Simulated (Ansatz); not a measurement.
Geometry optimisation, Ansatz 0.2.0, DFT PBEsol, scalar-relativistic, plane waves, PAW.

input.yaml

```yaml
crystal:
  lattice:
    - [-5.232813, -9.063498, 0.0]
    - [7.849219, -4.531749, 0.0]
    - [0.0, 0.0, 8.539823]
  atoms:
    - { symbol: Si, position: [0.49999998, 0.6666667, 0.93755598] }
    - { symbol: Si, position: [0.49999999, 0.33333334, 0.43755596] }
    - { symbol: Si, position: [0.49999999, 0.33333334, 0.06244405] }
    - { symbol: Si, position: [0.49999998, 0.6666667, 0.56244407] }
    - { symbol: O, position: [0.62499999, 0.25000001, 0.0] }
    - { symbol: O, position: [0.62499998, 0.75000003, 0.50000001] }
    - { symbol: O, position: [0.49999998, 0.50000002, 0.0] }
    - { symbol: O, position: [0.49999998, 0.6666667, 0.75000002] }
    - { symbol: O, position: [0.49999998, 0.50000002, 0.50000001] }
    - { symbol: O, position: [0.62499999, 0.25000001, 0.50000001] }
    - { symbol: O, position: [0.62499998, 0.75000003, 0.0] }
    - { symbol: Si, position: [0.24999999, 0.16666668, 0.93755598] }
    - { symbol: Si, position: [0.24999998, 0.83333337, 0.43755596] }
    - { symbol: Si, position: [0.24999998, 0.83333337, 0.06244405] }
    - { symbol: Si, position: [0.24999999, 0.16666668, 0.56244407] }
    - { symbol: O, position: [0.37499998, 0.75000003, 0.0] }
    - { symbol: O, position: [0.37499999, 0.25000001, 0.50000001] }
    - { symbol: O, position: [0.25, 0.0, 0.50000001] }
    - { symbol: O, position: [0.25, 0.0, 0.0] }
    - { symbol: O, position: [0.24999999, 0.16666668, 0.75000002] }
    - { symbol: O, position: [0.24999998, 0.83333337, 0.25000001] }
    - { symbol: O, position: [0.37499998, 0.75000003, 0.50000001] }
    - { symbol: O, position: [0.37499999, 0.25000001, 0.0] }
    - { symbol: Si, position: [-2.0e-08, 0.6666667, 0.93755598] }
    - { symbol: Si, position: [-1.0e-08, 0.33333334, 0.43755596] }
    - { symbol: Si, position: [-1.0e-08, 0.33333334, 0.06244405] }
    - { symbol: Si, position: [-2.0e-08, 0.6666667, 0.56244407] }
    - { symbol: O, position: [0.12499999, 0.25000001, 0.0] }
    - { symbol: O, position: [0.12499998, 0.75000003, 0.50000001] }
    - { symbol: O, position: [-1.0e-08, 0.50000002, 0.50000001] }
    - { symbol: O, position: [-1.0e-08, 0.50000002, 0.0] }
    - { symbol: O, position: [-2.0e-08, 0.6666667, 0.75000002] }
    - { symbol: O, position: [-1.0e-08, 0.33333334, 0.25000001] }
    - { symbol: O, position: [0.12499999, 0.25000001, 0.50000001] }
    - { symbol: O, position: [0.12499998, 0.75000003, 0.0] }
    - { symbol: Si, position: [0.74999999, 0.16666668, 0.93755598] }
    - { symbol: Si, position: [0.74999998, 0.83333336, 0.43755596] }
    - { symbol: Si, position: [0.74999998, 0.83333336, 0.06244405] }
    - { symbol: Si, position: [0.74999999, 0.16666668, 0.56244407] }
    - { symbol: O, position: [0.87499998, 0.75000003, 0.0] }
    - { symbol: O, position: [0.87499999, 0.25000001, 0.50000001] }
    - { symbol: O, position: [0.75, 0.0, 0.50000001] }
    - { symbol: O, position: [0.75, 0.0, 0.0] }
    - { symbol: O, position: [0.74999999, 0.16666668, 0.75000002] }
    - { symbol: O, position: [0.74999998, 0.83333336, 0.25000001] }
    - { symbol: O, position: [0.87499998, 0.75000003, 0.50000001] }
    - { symbol: O, position: [0.87499999, 0.25000001, 0.0] }
basis:
  ecutwfc: 420.0
kpoints:
  mp_grid: { grid: [1, 1, 2] }
hamiltonian:
  xc: pbesol
  pseudopotentials: { kind: paw, azcp: { folder: soft_1 } }
scf:
  occupations: { method: gaussian, width: 0.02 }
  lower_state_search: "off"
relax:
  f_tol: 0.03
  max_steps: 60
  adjacent_minimum: "off"
output:
  write_density: true
  write_potential: true
  elf: true
  volumetric_format: npy
```

Launched with:

```bash
$ ansatz run input.yaml --threads 2 --pin off --max-ram 5120MiB --backend cpu --events-out ev --progress --plain --runs-dir out
```

Task: Where does it end, and by what steps?

Result: It converged. The force dipped under the threshold on the way, but the program's further checks kept it going. Limits of this set-up: coarse k mesh, PAW files made for another functional. After 6 steps the energy has fallen by 1.402 eV; O8 moved furthest, 0.38 Å. Joined: Si2–Si3.

```json
{"step": "0", "energy less start (eV)": "0.0000", "largest force component (eV/Å)": "2.859", "accepted": "yes"}
{"step": "1", "energy less start (eV)": "-0.8181", "largest force component (eV/Å)": "1.275", "accepted": "yes"}
{"step": "2", "energy less start (eV)": "-1.0219", "largest force component (eV/Å)": "2.157", "accepted": "yes"}
{"step": "3", "energy less start (eV)": "-1.1421", "largest force component (eV/Å)": "0.570", "accepted": "yes"}
{"step": "4", "energy less start (eV)": "-1.3879", "largest force component (eV/Å)": "0.225", "accepted": "yes"}
{"step": "5", "energy less start (eV)": "-1.4025", "largest force component (eV/Å)": "0.021", "accepted": "yes"}
{"step": "6", "energy less start (eV)": "-1.4025", "largest force component (eV/Å)": "0.021", "accepted": "yes"}
```

```xyz
47
Lattice="-5.2328 -9.0635 0.0000 7.8492 -4.5317 0.0000 0.0000 0.0000 8.5398" Properties=species:S:1:pos:R:3
Si 2.521 -7.498 8.015
Si -0.003 -6.041 3.372
Si -0.003 -6.041 0.898
Si 2.521 -7.498 4.794
O -1.316 -6.808 0.302
O 2.593 -9.056 4.375
O 1.315 -6.802 0.308
O 2.288 -7.363 6.405
O 1.315 -6.802 3.962
O -1.316 -6.808 3.968
O 2.593 -9.056 -0.105
Si 0.000 -3.122 8.017
Si 5.227 -6.085 3.758
Si 5.227 -6.085 0.512
Si 0.000 -3.122 4.792
O 3.907 -6.781 -0.105
O 0.005 -4.520 3.968
O -1.324 -2.293 4.374
O -1.324 -2.293 -0.104
O 0.008 -3.382 6.405
O 5.226 -6.192 2.135
O 3.907 -6.781 4.375
O 0.005 -4.520 0.302
Si 5.242 -3.026 8.029
Si 2.589 -1.495 3.758
Si 2.589 -1.495 0.512
Si 5.242 -3.026 4.781
O 1.307 -2.268 -0.098
O 5.249 -4.538 4.215
O 3.930 -2.269 4.219
O 3.930 -2.269 0.051
O 5.241 -3.026 6.405
O 2.502 -1.444 2.135
O 1.307 -2.268 4.368
O 5.249 -4.538 0.055
Si -2.530 -7.502 8.017
Si 2.650 -10.547 3.758
Si 2.650 -10.547 0.512
Si -2.530 -7.502 4.792
O 1.322 -11.340 0.055
O -2.615 -9.061 4.368
O -3.909 -6.770 4.374
O -3.909 -6.770 -0.104
O -2.300 -7.379 6.405
O 2.743 -10.493 2.135
O 1.322 -11.340 4.215
O -2.615 -9.061 -0.098
```

Whether the end is a true minimum wasn't checked by a vibrational analysis.

Run time: 82 s on 2 threads of Arm Neoverse V1 (shared host), peak memory 1.6 GiB.
